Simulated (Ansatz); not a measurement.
Runs of Ansatz 0.2.0 on CuO. The typed cell holds 2 atoms: a = 2.993 Å, b = 2.993 Å, c = 2.993 Å, α = 60.00°, β = 60.00°, γ = 60.00°. The cell comes from a database or a generator and needn't be the stable form of this composition.

```csv
task,level,U,cell,k mesh,points for each segment of the path,hubbard projectors,double counting,gap on the mesh (eV),pressure (GPa),largest force (eV/Å)
relaxation of cell and atoms,RPBE+D3(BJ),-,relaxed,11 × 11 × 11,-,-,-,none,0.0,-
band structure,LDA,-,as given,11 × 11 × 11,14,-,-,none,1.5,0.60
phonons,LDA,-,as given,9 × 9 × 9,-,-,-,none,-,-
band structure,PBEsol+U,Cu d U = 4.5 eV,as given,11 × 11 × 11,14,ortho-atomic (the default),fll (the default),none,(a),1.07
density of states,LDA,-,as given,11 × 11 × 11,-,-,-,none,1.5,0.60
```

Alike in all rows: potentials or basis Ansatz PAW; no spin polarisation; cutoff (eV) 420; smearing fermi-dirac 0.05 eV.

Q: Estimate the missing entries.

A: (a) 11.3.

Caveats: an odd number of electrons without spin polarisation forces a metal; a magnetic or distorted state may lie lower; the run has no spin polarisation, though such a crystal can be magnetic; the PAW data sets come from PBE, with cores solved anew for the run's functional, which leaves a small shift of forces and pressure; semilocal functionals often make such compounds metallic where correlation or magnetic order opens a gap, which also shifts bond lengths (some runs); the plane-wave basis is chosen anew once the cell has moved, so the energies of steps on either side of that aren't comparable (some runs); pairwise dispersion overbinds metals, which lowers pressure and volume (some runs).

A gap of «none» marks a metal or a gap under the smearing width.

Runs at the PBE level aren't shown here.
